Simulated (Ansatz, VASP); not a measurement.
This is a calculation of Be (Beryllium) for VASP 6.6.1. 

Contents of INCAR:

```
PREC = Accurate
ENCUT = 520
EDIFF = 1E-6
ISMEAR = 0
SIGMA = 0.05
LREAL = F
LASPH = T
NELM = 60
ALGO = Normal
ISIF = 2
LWAVE = F
LCHARG = T
GGA = CA
LELF = T
LVHAR = T
```

File KPOINTS:

```
regular mesh
0
Gamma
  13 13 8
```

POSCAR

```
Be
1.0
    2.2853000000      0.0000000000      0.0000000000
   -1.1426500000      1.9791278553      0.0000000000
    0.0000000000      0.0000000000      3.5842000000
Be
2
Cartesian
    1.1426500001      0.6597092850      2.6881500000
   -0.0000000001      1.3194185703      0.8960500000
```

Potentials or basis: VASP PAW LDA potentials, release 64 (Be_sv).

Run with:

```bash
$ cat potpaw_LDA.64/Be_sv/POTCAR > POTCAR
$ mpirun -np 1 vasp_std > vasp.out
```

Problem. What does the same run look like in Ansatz 0.2.0? Potentials or basis there: Ansatz PAW, cutoff 420 eV.

Solution. As run (cutoffs and basis follow the program's own potentials, and thresholds, step limits or extra output files can differ):

Contents of input.yaml:

```yaml
crystal:
  lattice:
    - [2.2853, 0.0, 0.0]
    - [-1.14265, 1.9791278553, 0.0]
    - [0.0, 0.0, 3.5842]
  atoms:
    - { symbol: Be, position: [0.6666666667, 0.3333333333, 0.75] }
    - { symbol: Be, position: [0.3333333333, 0.6666666667, 0.25] }
hamiltonian:
  xc: lda
  pseudopotentials: { kind: paw }
kpoints:
  mp_grid: { grid: [13, 13, 8] }
scf:
  occupations: { method: gaussian, width: 0.05 }
output:
  forces: true
  stress: true
  eigenvalues: true
  write_density: true
  write_potential: true
  elf: true
  volumetric_format: npy
```

Potentials or basis: Ansatz PAW.

Launch:

```bash
$ ansatz run input.yaml --threads 1 --pin off --max-ram 3584MiB --backend cpu --events-out ev --progress --plain --runs-dir out
```

Both were run:

|  | VASP | Ansatz |
| --- | --- | --- |
| Pressure | -7.8 GPa | -8.2 GPa |

Ansatz's pressure holds a Pulay term of +0.02 GPa for its cutoff of 420 eV, which the other run lacks.

The potentials hold 8 and 4 valence electrons a cell.

Ansatz's potentials were made for PBE.

Where Ansatz's input types no cutoff or centring, it takes its own default and a Γ-centred mesh.

The two programs' LDA may be different fits to the electron gas.

Pressure is positive in compression.
